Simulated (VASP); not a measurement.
Wanted: the native input for a VASP 6.6.1 run.

```
Task                   : relaxation of cell and atoms
Functional             : PBE
Potentials or basis    : VASP PAW PBE potentials, release 64 (W_sv)
Cutoff                 : 520 eV
k mesh                 : 6 × 6 × 6
Occupations            : gaussian, width 0.1 eV
Spin                   : no spin polarisation
Further INCAR settings : ALGO = Normal; EDIFF = 1e-07; IBRION = 2; EDIFFG = -0.002; NSW = 80; ISIF = 3
```

The structure of W lies in POSCAR:

```
W                                       
1.0
   -1.5895238436      1.5895238436      1.5895238436
    1.5895238436     -1.5895238436      1.5895238436
    1.5895238436      1.5895238436     -1.5895238436
  W             
     1
Direct
     0.0000000000000000    0.0000000000000000    0.0000000000000000
```

These files were run (other wordings do the same):

INCAR

```
PREC = Accurate ; ENCUT = 520
EDIFF = 1E-7 ; ISMEAR = 0
SIGMA = 0.1 ; LREAL = F
LASPH = T ; NELM = 60
ALGO = Normal ; ISIF = 3
LWAVE = F ; LCHARG = F
GGA = PE ; IBRION = 2
NSW = 80 ; EDIFFG = -0.002
```

KPOINTS

```
Automatic mesh
0
Gamma
  6 6 6
```

Potentials or basis: VASP PAW PBE potentials, release 64 (W_sv).

Command:

```sh
$ cat potpaw_PBE.64/W_sv/POTCAR > POTCAR
$ mpirun -np 1 vasp_std > vasp.out
```

Results of the run:

| Property | Result |
| --- | --- |
| Pressure after relaxing | 0.0 GPa |
| Band gap on the k mesh | none (metal or under the smearing width) |

Caveat: the k mesh is coarse (spacing up to 0.47 Å⁻¹), so the values aren't converged; the relaxation stopped at its first step, so nothing moved.

Wall time 3.2 s on 1 thread of Intel(R) Xeon(R) Platinum 8559C (Emerald Rapids), on a shared host, peak memory 0.12 GiB.
